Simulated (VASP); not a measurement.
# NaH: molecular dynamics at constant energy

NaH, Pm-3m (no. 221), 16 atoms in the cell. PBE, molecular dynamics; PAW potentials Na, H (PBE set).

Ensemble: NVE; Starting temperature (K): 600.

## Input

INCAR:
```
GGA = PE
PREC = Normal
ENCUT = 250
EDIFF = 1E-6
NELMIN = 4
NELM = 60
ALGO = Normal
LREAL = Auto
LASPH = True
ISMEAR = 0
SIGMA = 0.05
ISYM = 0
LWAVE = False
LCHARG = False
IBRION = 0
NSW = 60
POTIM = 0.5
TEBEG = 600
ISIF = 2
RANDOM_SEED = 649163 0 0
MDALGO = 1
ANDERSEN_PROB = 0.0
KPAR = 2
```

KPOINTS:
```
k-points
0
Monkhorst-Pack
  2 2 2
```

POSCAR:
```
NaH
1.0
    5.9102480000      0.0000000000      0.0000000000
    0.0000000000      5.9102480000      0.0000000000
    0.0000000000      0.0000000000      5.9102480000
Na H
8 8
Direct
    0.0000000000      0.0000000000      0.0000000000
    0.0000000000      0.0000000000      0.5000000000
    0.0000000000      0.5000000000      0.0000000000
    0.0000000000      0.5000000000      0.5000000000
    0.5000000000      0.0000000000      0.0000000000
    0.5000000000      0.0000000000      0.5000000000
    0.5000000000      0.5000000000      0.0000000000
    0.5000000000      0.5000000000      0.5000000000
    0.2500000000      0.2500000000      0.2500000000
    0.2500000000      0.2500000000      0.7500000000
    0.2500000000      0.7500000000      0.2500000000
    0.2500000000      0.7500000000      0.7500000000
    0.7500000000      0.2500000000      0.2500000000
    0.7500000000      0.2500000000      0.7500000000
    0.7500000000      0.7500000000      0.2500000000
    0.7500000000      0.7500000000      0.7500000000
```

Commands:
```
cat potpaw_PBE.64/Na/POTCAR potpaw_PBE.64/H/POTCAR > POTCAR
mpirun -np 2 vasp_std > vasp.out
```

## Result

- Spread of the conserved energy (meV/atom): 0.06
- Rise of the mean potential energy above the start (meV/atom): 27.3
- Mean temperature (K): 375
- Electronic steps per ionic step after the first: 4.0

Course of the run:

| Time (fs) | Temperature (K) | Potential energy less the first (meV/atom) | Conserved energy less the first (meV/atom) |
|---|---|---|---|
| 0 | 600 | 0.0 | 0.00 |
| 3 | 557 | 5.2 | 0.01 |
| 5 | 478 | 14.8 | 0.03 |
| 8 | 373 | 27.6 | 0.05 |
| 10 | 321 | 33.8 | 0.05 |
| 12 | 322 | 33.7 | 0.05 |
| 14 | 366 | 28.4 | 0.04 |
| 16 | 430 | 20.6 | 0.02 |
| 18 | 453 | 17.9 | 0.01 |
| 21 | 416 | 22.3 | 0.02 |
| 23 | 342 | 31.3 | 0.03 |
| 26 | 238 | 43.9 | 0.05 |
| 28 | 183 | 50.6 | 0.06 |
| 30 | 182 | 50.8 | 0.06 |

The mean temperature lies below the starting 600 K, since the atoms start on their sites and part of their kinetic energy turns into potential energy.

REPORT:
```
MDALGO =   1
         ANDERSEN_PROB =  0.00000000
               SCALING =       0
                 CNEXP =     9.000   14.000
           RANDOM_SEED =            649163                0                0

   original number of atomic DOF:         45
   number of independent constraints:      0
   number of active DOF:                  45

========================================
         MD step No.       1
========================================

  Atomic velocities initialized by STEP_tb

  >Energies
                    E_tot             E_pot             E_kin               EPS                ES
   e_b>   -0.37269240E+02   -0.38432587E+02    0.11633471E+01    0.00000000E+00    0.00000000E+00

  >Temperature
               T_sim     T_inst
   tmprt>    600.000    600.000

  >Thermostat, num. of collisions:                0

           RANDOM_SEED =            649163              192                0

[... steps left out ...]

========================================
         MD step No.      60
========================================

  >Energies
                    E_tot             E_pot             E_kin               EPS                ES
   e_b>   -0.37268287E+02   -0.37620545E+02    0.35225781E+00    0.00000000E+00    0.00000000E+00

  >Temperature
               T_sim     T_inst
   tmprt>    600.000    181.678

  >Thermostat, num. of collisions:                0

           RANDOM_SEED =            649163             5856                0
```

OSZICAR:
```
N       E                     dE             d eps       ncg     rms          rms(c)
DAV:   1    -0.103191319701E+01   -0.10319E+01   -0.26589E+03   136   0.337E+02
DAV:   2    -0.377645004073E+02   -0.36733E+02   -0.34899E+02   174   0.854E+01
DAV:   3    -0.416310046173E+02   -0.38665E+01   -0.38480E+01   192   0.282E+01
DAV:   4    -0.417050265327E+02   -0.74022E-01   -0.74006E-01   160   0.427E+00
DAV:   5    -0.417073788894E+02   -0.23524E-02   -0.23523E-02   182   0.736E-01    0.839E+00
DAV:   6    -0.392284441514E+02    0.24789E+01   -0.19299E+00   136   0.530E+00    0.406E+00
DAV:   7    -0.384173309110E+02    0.81111E+00   -0.21555E+00   168   0.584E+00    0.101E+00
DAV:   8    -0.384337675724E+02   -0.16437E-01   -0.43078E-02   144   0.108E+00    0.189E-01
DAV:   9    -0.384324745832E+02    0.12930E-02   -0.57299E-03   136   0.308E-01    0.385E-02
DAV:  10    -0.384325811314E+02   -0.10655E-03   -0.30129E-04   171   0.792E-02    0.196E-02
DAV:  11    -0.384325864078E+02   -0.52764E-05   -0.76706E-06   160   0.161E-02    0.285E-03
DAV:  12    -0.384325871498E+02   -0.74197E-06   -0.11532E-07    95   0.243E-03
[... left out ...]
     58 T=   173. E= -.37268247E+02 F= -.37603036E+02 E0= -.37603036E+02  EK= 0.33479E+00 SP= 0.00E+00 SK= 0.00E+00
     59 T=   176. E= -.37268264E+02 F= -.37608842E+02 E0= -.37608842E+02  EK= 0.34058E+00 SP= 0.00E+00 SK= 0.00E+00
[... last step whole ...]
       N       E                     dE             d eps       ncg     rms          rms(c)
DAV:   1    -0.376205422087E+02   -0.11701E-01   -0.33098E-06   108   0.277E-01    0.147E-03
DAV:   2    -0.376205444731E+02   -0.22643E-05   -0.22384E-05   136   0.365E-02    0.132E-03
DAV:   3    -0.376205444909E+02   -0.17772E-07   -0.68607E-08    68   0.162E-03    0.109E-03
DAV:   4    -0.376205445106E+02   -0.19702E-07   -0.22329E-08    68   0.104E-03
     60 T=   182. E= -.37268287E+02 F= -.37620545E+02 E0= -.37620545E+02  EK= 0.35226E+00 SP= 0.00E+00 SK= 0.00E+00
```

Limits: 30 fs of 16 atoms are too short for converged averages.

VASP 6.6.1 took 205 s on 2 cores (AMD EPYC 7571), a shared host.
